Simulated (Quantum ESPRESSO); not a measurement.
**Ru under changes of volume**

One of the cells (13.575 Å³/atom); the others are scaled copies at fixed shape and fractional positions:

```
Ru
1.0
     2.70580    0.00000    0.00000
    -1.35290    2.34329    0.00000
     0.00000    0.00000    4.28190
Ru
2
Direct
  0.66667 0.33333 0.75000
  0.33333 0.66667 0.25000
```

| Property | Result |
| --- | --- |
| Program | Quantum ESPRESSO 7.5 |
| Functional | PBEsol |
| Potentials or basis | PseudoDojo 0.4 FR PBEsol standard |
| Cutoff | 1143 eV |
| Density cutoff | 4572 eV |
| k mesh | 9 × 9 × 5 |
| Occupations | fermi-dirac, width 0.05 eV |
| Spin | spin-orbit coupling, no magnetisation |

```tsv
volume (Å³/atom)	energy over the lowest point (meV/atom)	pressure (GPa)
12.760	31.79	17.8
13.032	9.00	9.2
13.303	0.00	1.5
13.575	?	?
13.846	17.41	-11.3
14.118	41.23	-16.7
14.389	73.62	-21.5
```

**Question.** What does the run at 13.575 Å³/atom give?

**Answer.** Energy over the lowest point 3.26 meV/atom; pressure -5.3 GPa.

Worked out: A Birch-Murnaghan fit of order 3 (a polynomial in V^(-2/3)) to the other rows has its minimum at 13.36 Å³/atom with B0 = V·E''(V) = 346 GPa and B' = 4.8 at fixed shape and positions, which overstates the stiffness. It gives 3.28 meV/atom at 13.575 Å³/atom, against the run's 3.26, and -dE/dV = -5.3 GPa, against -5.3.

Energies are extrapolated to zero smearing.
